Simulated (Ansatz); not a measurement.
# Perturbing Au

Base: an entry of the Crystallography Open Database (COD), whose atoms a relaxation with PBE at fixed cell left in place.

```
CELL_PARAMETERS angstrom
2.90000 0.00000 0.00000
-1.45000 2.51147 0.00000
0.00000 0.00000 4.88000
ATOMIC_POSITIONS crystal
Au 0.33333 0.66667 0.75000
Au 0.66667 0.33333 0.25000
```

Sites (sets of like atoms) are named by element and the number of their first atom in this list.

Computed with Ansatz: DFT, PBE, plane waves and PAW, scalar-relativistic, 420 eV cutoff, Γ-centred 18×18×10 k-points, Fermi–Dirac smearing 0.05 eV.

Q: Variant: z stretched by 1 %, ions relaxed. What happens to the gradients (10²¹ V/m²)?

A: 

```
site  atoms  V_zz base  η base  V_zz variant  η variant
  Au   1, 2       1.14    0.00          1.34       0.00
```

The largest change of V_zz is on Au, from 1.14 to 1.34.

The run finds no gap above 0.1 eV (a metal, or nearly one), so the gradients can move by 10 % or more with the k-mesh. Spin–orbit coupling is left out, which shifts gradients on Au by a few per cent in wide-gap crystals, and can shift them far more where the calculated gap is small or absent, as here.
